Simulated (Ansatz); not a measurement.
## fluorite-structured CaF2

Level of theory: DFT, PBE with spin–orbit coupling, two-component spinors; plane waves to 420 eV with PAW datasets (Ansatz 0.2.0), Γ-centred 8×8×8 mesh, 0.05 eV Gaussian smearing. The datasets are Ansatz's generated set soft_2.

```
CELL_PARAMETERS angstrom
0.00000 2.75548 2.75548
2.75548 0.00000 2.75548
2.75548 2.75548 0.00000
ATOMIC_POSITIONS crystal
Ca 0.00000 0.00000 0.00000
F 0.25000 0.25000 0.25000
F 0.75000 0.75000 0.75000
```

The start was a prototype's sites filled with these elements; the Crystallography Open Database holds the compound in this structure.

The run above is the reference. The same cell was run again with other input settings; several of them aren't fit for production, so the rows show the settings' effect and aren't properties of the material.

```tsv
keys changed	outcome	ΔE (meV/atom)	P (GPa)	gap on the mesh (eV)	cell moment (μB)	largest force component (eV/Å)	SCF iterations	rough core-seconds	new warnings
none (reference)	converged	0.0	0.0	7.14	0.00 (no moment typed)	0.000	–	–	–
scf.convergence.dr2_threshold: 0.0001	converged	0.0	0.0	7.14	0.00 (no moment typed)	0.000	7	4	force scf threshold loose; stress scf threshold loose
basis.xc_grid: 2	converged	0.0	0.0	7.14	0.00 (no moment typed)	0.000	9	5	–
```

These changes also left energy (to 0.1 meV/atom), pressure, gap, moment and forces as in the reference: scf.mixing.algorithm: "anderson"; scf.mixing.beta: 0.3; scf.mixing.ndim: 16; kpoints.mp_grid.grid: [8, 8, 8] → [4, 4, 4] | scf.occupations.method: "gaussian" → "fermi_dirac"; scf.occupations.width: 0.05 → 0.025; kpoints.mp_grid.grid: [8, 8, 8] → [6, 6, 6]; scf.mixing.algorithm: "msr1"; scf.mixing.beta: 0.1; scf.mixing.ndim: 8 | scf.mixing.preconditioner: "ldos"; basis.ecutrho_ratio: 4 → 8; scf.n_extra_bands: 16 | scf.occupations.method: "gaussian" → "fermi_dirac"; scf.mixing.preconditioner: "kerker" | scf.initial_density.chi_scale: 0.3 | kpoints.mp_grid.grid: [8, 8, 8] → [6, 6, 6].

ΔE is the energy with the smearing extrapolated to zero. It is left out where the change alters the Hamiltonian or the spin treatment. The varied runs start from atomic densities (corrected by the program's trained start where that serves), with the default search for lower states unless a row changes it.

**Question.** What happens with these changes: basis.ecutwfc: 420 → "700 eV"; hamiltonian.xc: "pbe" → "r2scan"?

**Answer.** outcome converged, P (GPa) -3.2, gap on the mesh (eV) 7.80, cell moment (μB) 0.00 (no moment typed), largest force component (eV/Å) 0.000, SCF iterations 8, rough core-seconds 18.

Changing scf.initial_density.chi_scale only steers the path to self-consistency, so the energy stays within 0.5 meV/atom.

Of the reference: Kohn–Sham gaps of semilocal functionals lie under measured ones, often by a third or more.
